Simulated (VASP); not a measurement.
# MnS (R-3m) in VASP: notebook

One crystal, MnS, is run at these levels: PBE; tasks: single point.

Everything below comes from runs of VASP 6.6.1. Logs are shortened: lines on timing, memory, paths and dates and some standing lists are left out, and cuts for length are marked.

## Step 1: The crystal as given

The structure is trigonal, space group R-3m (No. 166). The conventional cell has a = 3.660 Å, b = 3.660 Å, c = 8.913 Å, α = 90.00°, β = 90.00°, γ = 120.00°. Around Mn (site symmetry -3m) lie 6 S at 2.58 Å. S (site symmetry -3m) is surrounded by 6 Mn at 2.58 Å.

The cell is a database's computed one.

## Step 2: Single point, PBE, collinear spin, ferromagnetic start

The input, INCAR:

```
SYSTEM = MnS
ADDGRID = .False.
ALGO = Normal
EDIFF = 1E-6
ENCUT = 600
GGA = PE
ISIF = 2
ISMEAR = 0
ISPIN = 2
LASPH = .True.
LCHARG = .False.
LMAXMIX = 4
LORBIT = 11
LREAL = .False.
LWAVE = .False.
MAGMOM = 4 0
NELM = 100
PREC = Accurate
SIGMA = 0.05
```

The input, KPOINTS:

```
k-points
0
Gamma
  9 9 9
  0 0 0
```

The input, POSCAR:

```
MnS
1.0
    1.8299960138      1.0565486912      2.9709202777
   -1.8299960138      1.0565486912      2.9709202777
    0.0000000000     -2.1130973823      2.9709202777
Mn S
1 1
Direct
    0.0000000000      0.0000000000      0.0000000000
    0.5000000000      0.5000000000      0.5000000000
```

Potentials or basis: VASP PAW PBE potentials, release 64 (Mn_pv, S_h).

Command:

```
$ cat potpaw_PBE.64/Mn_pv/POTCAR potpaw_PBE.64/S_h/POTCAR > POTCAR
$ mpirun -np 1 vasp_std > vasp.out
```

OUTCAR:

```text
SYSTEM = MnS
   EDIFF = 1E-6
   ENCUT = 600
   GGA = PE
   ISIF = 2
   ISMEAR = 0
   ISPIN = 2
   LASPH = .True.
   LORBIT = 11
   LREAL = .False.
   NELM = 100
   PREC = Accurate

 Found     85 irreducible k-points:

 Following reciprocal coordinates:
            Coordinates               Weight
  0.000000  0.000000  0.000000      1.000000
  0.111111 -0.000000 -0.000000      6.000000
  0.222222  0.000000 -0.000000      6.000000
  0.333333 -0.000000 -0.000000      6.000000
  0.444444  0.000000 -0.000000      6.000000
  0.111111  0.111111 -0.000000      6.000000
   k-points           NKPTS =     85   k-points in BZ     NKDIM =     85   number of bands    NBANDS=     15
   number of dos      NEDOS =    301   number of ions     NIONS =      2
   total plane-waves  NPLWV =  27000
   dimension x,y,z NGX =    30 NGY =   30 NGZ =   30
   dimension x,y,z NGXF=    60 NGYF=   60 NGZF=   60
   ions per type =               1   1
   NGX,Y,Z   is equivalent  to a cutoff of  13.68, 13.68, 13.68 a.u.
   NGXF,Y,Z  is equivalent  to a cutoff of  27.36, 27.36, 27.36 a.u.
 SYSTEM =  MnS
   PREC   = accura    normal or accurate (medium, high low for compatibility)
   ISTART =      0    job   : 0-new  1-cont  2-samecut
   ICHARG =      2    charge: 1-file 2-atom 10-const
   ISPIN  =      2    spin polarized calculation?
   LNONCOLLINEAR =      F non collinear calculations
   LSORBIT =      F    spin-orbit coupling
   LASPH  =      T    aspherical Exc in radial PAW
   ENCUT  =  600.0 eV  44.10 Ry    6.64 a.u.   7.28  7.28  7.28*2*pi/ulx,y,z
   NELM   =    100;   NELMIN=  2; NELMDL= -5     # of ELM steps
   EDIFF  = 0.1E-05   stopping-criterion for ELM
   LREAL  =      F    real-space projection
   EDIFFG = 0.1E-04   stopping-criterion for IOM
   NSW    =      0    number of steps for IOM
   IBRION =     -1    ionic relax: 0-MD 1-quasi-New 2-CG
   NFREE  =      0    steps in history (QN), initial steepest desc. (CG)
   ISIF   =      2    stress and relaxation
   ISYM   =      2    0-nonsym 1-usesym 2-fastsym
   POTIM  = 0.5000    time-step for ionic-motion
   TEBEG  =    0.0;   TEEND  =   0.0 temperature during run
   PSTRESS=    0.0 pullay stress
   NELECT =      19.0000    total number of electrons
   NUPDOWN=      -1.0000    fix difference up-down
   EMIN   =  10.00;   EMAX   =-10.00  energy-range for DOS
   EFERMI =   0.00;   METHOD = LEGACY
   ISMEAR =     0;   SIGMA  =   0.05  broadening in eV -4-tet -1-fermi 0-gaus
   EFERMI_NEDOS =   21; number of points for ismear=-14 and -15
   IALGO  =     38    algorithm
   IMIX   =      4    mixing-type and parameters
     AMIX     =   0.40;   BMIX     =  1.00
     AMIX_MAG =   1.60;   BMIX_MAG =  1.00
  volume/ion in A,a.u.               =      17.23       116.29
  Fermi-wavevector in a.u.,A,eV,Ry     =   1.342349  2.536672 24.516344  1.801900
  Thomas-Fermi vector in A             =   2.470510
   LORBIT       =     11    0 simple, 1 ext, 2 COOP (PROOUT), +10 PAW based schemes
   GGA     = PE    functional components
   LHFCALC =     F    Hartree Fock is set to
   AEXX    =    0.0000 exact exchange contribution
   IVDW    =     0    specifies the selected vdW correction
   LEPSILON=     F    determine dielectric tensor
   LRPA    =     F    only Hartree local field effects (RPA)
 spin polarized calculation
 Gauss-broadening in eV      SIGMA  =   0.05
  energy-cutoff  :      600.00
  volume of cell :       34.47
 maximum number of plane-waves:      1173
 NGX is ok and might be reduce to    30
   NGX = 15   NGY = 15   NGZ = 15

 number of electron      19.0000011 magnetization       4.6614808

 Free energy of the ion-electron system (eV)
  ---------------------------------------------------
  ext. energy  EPLUGINS =         0.00000000
  ---------------------------------------------------
  free energy    TOTEN  =       -14.07752249 eV

  energy without entropy =      -14.07661139  energy(sigma->0) =      -14.07706694

 E-fermi :   7.2722     XC(G=0): -10.8188

 val. band max:        7.2440450797   @ k =   0.3333  -0.0000  -0.0000
 cond. band min:       7.3072026054   @ k =   0.3333   0.2222   0.2222
 fundamental gap:      0.0631575257
 Fermi energy:         7.2722295872

 spin component 1

 k-point     1 :       0.0000    0.0000    0.0000
  band No.  band energies     occupation
      1     -43.4033      1.00000
      2     -43.4032      1.00000
      3     -43.4032      1.00000
      4      -7.4885      1.00000
      5       3.8693      1.00000
      6       3.8693      1.00000
      7       3.8837      1.00000
      8       3.9759      1.00000
      9       3.9759      1.00000
     10       5.3451      1.00000
     11       5.3451      1.00000
     12       5.3938      1.00000
     13       9.1614      0.00000
     14      15.8328      0.00000
     15      15.8333      0.00000

 k-point     2 :       0.1111   -0.0000   -0.0000
  band No.  band energies     occupation
      1     -43.4043      1.00000
      2     -43.4035      1.00000
      3     -43.4034      1.00000
      4      -7.3597      1.00000
      5       3.5355      1.00000
      6       3.5825      1.00000
      7       3.5982      1.00000
      8       3.9467      1.00000
      9       3.9539      1.00000
     10       4.8826      1.00000
     11       5.7848      1.00000
     12       5.8161      1.00000
     13       9.9313      0.00000
     14      14.9004      0.00000
     15      15.7630      0.00000

 k-point     3 :       0.2222    0.0000   -0.0000
  band No.  band energies     occupation
      1     -43.4070      1.00000
      2     -43.4039      1.00000
      3     -43.4038      1.00000
      4      -7.0019      1.00000
      5       2.3415      1.00000
      6       3.0111      1.00000
      7       3.0329      1.00000
      8       4.0949      1.00000
      9       4.1032      1.00000
     10       4.6404      1.00000
     11       6.5422      1.00000
     12       6.5597      1.00000
     13      10.8988      0.00000
     14      14.2066      0.00000
     15      14.7843      0.00000
[... 19 lines left out ...]
 k-point     5 :       0.4444    0.0000   -0.0000
  band No.  band energies     occupation
      1     -43.4120      1.00000
      2     -43.4046      1.00000
      3     -43.4045      1.00000
      4      -6.1333      1.00000
      5       0.1618      1.00000
      6       2.3319      1.00000
      7       2.3578      1.00000
      8       4.3997      1.00000
      9       4.4089      1.00000
     10       4.7934      1.00000
     11       7.6807      0.00000
     12       7.6849      0.00000
     13      10.1830      0.00000
     14      12.7418      0.00000
     15      12.7954      0.00000

 k-point     6 :       0.1111    0.1111   -0.0000
  band No.  band energies     occupation
      1     -43.4043      1.00000
      2     -43.4037      1.00000
      3     -43.4037      1.00000
      4      -7.3186      1.00000
      5       3.1314      1.00000
      6       3.7440      1.00000
      7       3.7571      1.00000
      8       3.8093      1.00000
      9       4.0062      1.00000
     10       5.4013      1.00000
     11       5.4293      1.00000
     12       5.5477      1.00000
     13      10.2731      0.00000
     14      14.8868      0.00000
     15      15.7441      0.00000

 [... further k-points ...]

 spin component 2

 k-point     1 :       0.0000    0.0000    0.0000
  band No.  band energies     occupation
      1     -38.9170      1.00000
      2     -38.9165      1.00000
      3     -38.9165      1.00000
      4      -7.1929      1.00000
      5       5.5584      1.00000
      6       5.5584      1.00000
      7       5.6070      1.00000
      8       7.5031      0.00000
      9       7.5031      0.00000
     10       7.5301      0.00000
     11       7.5684      0.00000
     12       7.5684      0.00000
     13      10.1836      0.00000
     14      16.8617      0.00000
     15      16.8619      0.00000

 k-point     2 :       0.1111   -0.0000   -0.0000
  band No.  band energies     occupation
      1     -38.9181      1.00000
      2     -38.9171      1.00000
      3     -38.9167      1.00000
      4      -7.0695      1.00000
      5       4.6671      1.00000
      6       5.1856      1.00000
      7       5.2246      1.00000
      8       7.6131      0.00000
      9       7.6281      0.00000
     10       7.7063      0.00000
     11       8.0329      0.00000
     12       8.0429      0.00000
     13      10.8864      0.00000
     14      15.8422      0.00000
     15      16.7588      0.00000

 k-point     3 :       0.2222    0.0000   -0.0000
  band No.  band energies     occupation
      1     -38.9217      1.00000
      2     -38.9177      1.00000
      3     -38.9172      1.00000
      4      -6.7285      1.00000
      5       3.1075      1.00000
      6       4.5733      1.00000
      7       4.6085      1.00000
      8       7.8779      0.00000
      9       7.8928      0.00000
     10       7.9470      0.00000
     11       8.9296      0.00000
     12       8.9379      0.00000
     13      11.8800      0.00000
     14      15.0937      0.00000
     15      15.8738      0.00000
[... 19 lines left out ...]
 k-point     5 :       0.4444    0.0000   -0.0000
  band No.  band energies     occupation
      1     -38.9286      1.00000
      2     -38.9186      1.00000
      3     -38.9181      1.00000
      4      -5.9168      1.00000
      5       0.8479      1.00000
      6       3.8338      1.00000
      7       3.8664      1.00000
      8       8.4745      0.00000
      9       8.4878      0.00000
     10       8.6416      0.00000
     11      10.4069      0.00000
     12      10.4158      0.00000
     13      10.7735      0.00000
     14      13.6275      0.00000
     15      13.6840      0.00000

 k-point     6 :       0.1111    0.1111   -0.0000
  band No.  band energies     occupation
      1     -38.9181      1.00000
      2     -38.9173      1.00000
      3     -38.9171      1.00000
      4      -7.0298      1.00000
      5       4.4134      1.00000
      6       5.1906      1.00000
      7       5.2259      1.00000
      8       7.3635      0.00491
      9       7.6186      0.00000
     10       7.9304      0.00000
     11       7.9450      0.00000
     12       8.1887      0.00000
     13      11.2362      0.00000
     14      15.8938      0.00000
     15      16.6719      0.00000

 [... further k-points ...]

------------------------ aborting loop because EDIFF is reached ----------------------------------------

  FORCE on cell =-STRESS in cart. coord.  units (eV):
  Direction    XX          YY          ZZ          XY          YZ          ZX
  --------------------------------------------------------------------------------------
  -------------------------------------------------------------------------------------
  Total       -0.3519574     -0.3519574     -0.2533651      0.0000000     -0.0000000      0.0000000
  in kB      -16.3613374    -16.3613374    -11.7781063      0.0000000     -0.0000000      0.0000000
  external PRESSURE =     -14.8335937 kB  Pullay stress =       0.0000000 kB

 VOLUME and BASIS-vectors are now :
 -----------------------------------------------------------------------------
  energy-cutoff  :      600.00
  volume of cell :       34.47
      direct lattice vectors                 reciprocal lattice vectors
     1.829996014  1.056548691  2.970920278     0.273224639  0.157746319  0.112198680
    -1.829996014  1.056548691  2.970920278    -0.273224639  0.157746319  0.112198680
     0.000000000 -2.113097382  2.970920278     0.000000000 -0.315492638  0.112198680

 POSITION                                       TOTAL-FORCE (eV/Angst)
 -----------------------------------------------------------------------------------
      0.00000      0.00000      0.00000         0.000000     -0.000000      0.000000
      0.00000      0.00000      4.45638         0.000000      0.000000      0.000000
 -----------------------------------------------------------------------------------
    total drift:                                0.000000      0.000000      0.000000

  FREE ENERGIE OF THE ION-ELECTRON SYSTEM (eV)
  ---------------------------------------------------
  free  energy   TOTEN  =       -14.0775224877 eV

  energy  without entropy=      -14.0766113939  energy(sigma->0) =      -14.07706694

 total charge

# of ion       s       p       d       tot
------------------------------------------
    1        0.219   6.170   4.940  11.328
    2        0.812   1.293   0.000   2.105
--------------------------------------------------
tot          1.030   7.463   4.940  13.433

 magnetization (x)

# of ion       s       p       d       tot
------------------------------------------
    1        0.052   0.040   4.127   4.219
    2        0.021   0.046   0.000   0.068
--------------------------------------------------
tot          0.073   0.087   4.127   4.287
```

Wall time 94 s (1 thread of Intel Xeon Platinum 8488C (Sapphire Rapids), shared host); peak memory 0.24 GiB.

The run converged, but some of its settings lie outside the range that counts as converged, so its numbers aren't taken as properties of the crystal.

What came out:

```yaml
Free_energy: -14.0775 eV
Pressure: -1.5 GPa
Band_gap_on_the_k_mesh: none (metal or under the smearing width)
Net_moment: 4.66 μB per cell
Site_moments: Mn +4.22; S +0.07 μB
Valence_electrons_inside_the_program's_atomic_spheres: Mn 11.33; S 2.10
```

Caveat: a cell with one magnetic atom can't hold antiferromagnetic order, which such compounds often take; semilocal functionals often make such compounds metallic where correlation or magnetic order opens a gap, which also shifts bond lengths.

## Step 3: Single point, PBE, collinear spin, ferromagnetic start

INCAR is that of step 2.

KPOINTS is that of step 2.

The input, POSCAR:

```
MnS
1.0
    1.8299960138      1.0565486912      2.9709202777
   -1.8299960138      1.0565486912      2.9709202777
    0.0000000000     -2.1130973823      2.9709202777
Mn S
1 1
Direct
   -0.0003430000      0.0039840000     -0.0109630000
    0.4802460000      0.5015880000      0.5288910000
```

Potentials or basis: VASP PAW PBE potentials, release 64 (Mn_pv, S_h).

Command:

```
$ cat potpaw_PBE.64/Mn_pv/POTCAR potpaw_PBE.64/S_h/POTCAR > POTCAR
$ mpirun -np 1 vasp_std > vasp.out
```

It took 7.4 min on 1 thread of Intel Xeon Platinum 8488C (Sapphire Rapids), shared host; peak memory 0.47 GiB.

The run converged, but some of its settings lie outside the range that counts as converged, so its numbers aren't taken as properties of the crystal.

What came out:

```
Free energy                                           : -14.0548 eV
Pressure                                              : -0.9 GPa
Largest force                                         : 0.370 eV/Å
Band gap on the k mesh                                : none (metal or under the smearing width)
Net moment                                            : 4.66 μB per cell
Site moments                                          : Mn +4.21; S +0.07 μB
Valence electrons inside the program's atomic spheres : Mn 11.34; S 2.11
```

Caveat: a cell with one magnetic atom can't hold antiferromagnetic order, which such compounds often take; semilocal functionals often make such compounds metallic where correlation or magnetic order opens a gap, which also shifts bond lengths.

## Step 4: Single point, PBE, collinear spin, ferromagnetic start

Edit INCAR of step 3 so:

```diff
@@ -4,3 +4,3 @@
 EDIFF = 1E-6
-ENCUT = 600
+ENCUT = 700
 GGA = PE
```

KPOINTS is that of step 3.

The input, POSCAR:

```
MnS
1.0
    1.8299960138      1.0565486912      2.9709202777
   -1.8299960138      1.0565486912      2.9709202777
    0.0000000000     -2.1130973823      2.9709202777
Mn S
1 1
Direct
    0.0000000000      0.0000000000      0.0000000000
    0.5000000000      0.5000000000      0.5000000000
```

Command:

```
$ cat potpaw_PBE.64/Mn_pv/POTCAR potpaw_PBE.64/S_h/POTCAR > POTCAR
$ mpirun -np 1 vasp_std > vasp.out
```

Wall time 86 s (1 thread of Intel Xeon Platinum 8488C (Sapphire Rapids), shared host); peak memory 0.27 GiB.

These settings aren't checked as converged: the numbers below hold their error.

What came out:

- Free energy: -14.0776 eV
- Pressure: -1.5 GPa
- Band gap on the k mesh: none (metal or under the smearing width)
- Net moment: 4.66 μB per cell
- Site moments: Mn +4.22; S +0.07 μB
- Valence electrons inside the program's atomic spheres: Mn 11.33; S 2.10

Caveat: a cell with one magnetic atom can't hold antiferromagnetic order, which such compounds often take; semilocal functionals often make such compounds metallic where correlation or magnetic order opens a gap, which also shifts bond lengths.

## Step 5: Single point, PBE, collinear spin, ferromagnetic start

INCAR is that of step 4.

KPOINTS is that of step 4.

The input, POSCAR:

```
MnS
1.0
    1.8299960138      1.0565486912      2.9709202777
   -1.8299960138      1.0565486912      2.9709202777
    0.0000000000     -2.1130973823      2.9709202777
Mn S
1 1
Direct
   -0.0003430000      0.0039840000     -0.0109630000
    0.4802460000      0.5015880000      0.5288910000
```

Command:

```
$ cat potpaw_PBE.64/Mn_pv/POTCAR potpaw_PBE.64/S_h/POTCAR > POTCAR
$ mpirun -np 1 vasp_std > vasp.out
```

Run time: 4.6 min. Hardware: 1 thread of Intel Xeon Platinum 8488C (Sapphire Rapids), shared host; peak memory 0.56 GiB.

These settings aren't checked as converged: the numbers below hold their error.

Results:

| Quantity | Value |
| --- | --- |
| Free energy | -14.0549 eV |
| Pressure | -0.9 GPa |
| Largest force | 0.371 eV/Å |
| Band gap on the k mesh | none (metal or under the smearing width) |
| Net moment | 4.66 μB per cell |
| Site moments | Mn +4.21; S +0.07 μB |
| Valence electrons inside the program's atomic spheres | Mn 11.34; S 2.10 |

Caveat: a cell with one magnetic atom can't hold antiferromagnetic order, which such compounds often take; semilocal functionals often make such compounds metallic where correlation or magnetic order opens a gap, which also shifts bond lengths.

## Step 6: Single point, PBE, collinear spin, ferromagnetic start

Edit INCAR of step 5 so:

```diff
@@ -4,3 +4,3 @@
 EDIFF = 1E-6
-ENCUT = 700
+ENCUT = 800
 GGA = PE
```

KPOINTS is that of step 5.

The input, POSCAR:

```
MnS
1.0
    1.8299960138      1.0565486912      2.9709202777
   -1.8299960138      1.0565486912      2.9709202777
    0.0000000000     -2.1130973823      2.9709202777
Mn S
1 1
Direct
    0.0000000000      0.0000000000      0.0000000000
    0.5000000000      0.5000000000      0.5000000000
```

Potentials or basis: VASP PAW PBE potentials, release 64 (Mn_pv, S_h).

Command:

```
$ cat potpaw_PBE.64/Mn_pv/POTCAR potpaw_PBE.64/S_h/POTCAR > POTCAR
$ mpirun -np 1 vasp_std > vasp.out
```

Wall time 2.2 min (1 thread of Intel Xeon Platinum 8488C (Sapphire Rapids), shared host); peak memory 0.32 GiB.

These settings aren't checked as converged: the numbers below hold their error.

Results:

```yaml
Free_energy: -14.0775 eV
Pressure: -1.5 GPa
Band_gap_on_the_k_mesh: none (metal or under the smearing width)
Net_moment: 4.66 μB per cell
Site_moments: Mn +4.22; S +0.07 μB
Valence_electrons_inside_the_program's_atomic_spheres: Mn 11.33; S 2.10
```

Caveat: a cell with one magnetic atom can't hold antiferromagnetic order, which such compounds often take; semilocal functionals often make such compounds metallic where correlation or magnetic order opens a gap, which also shifts bond lengths.
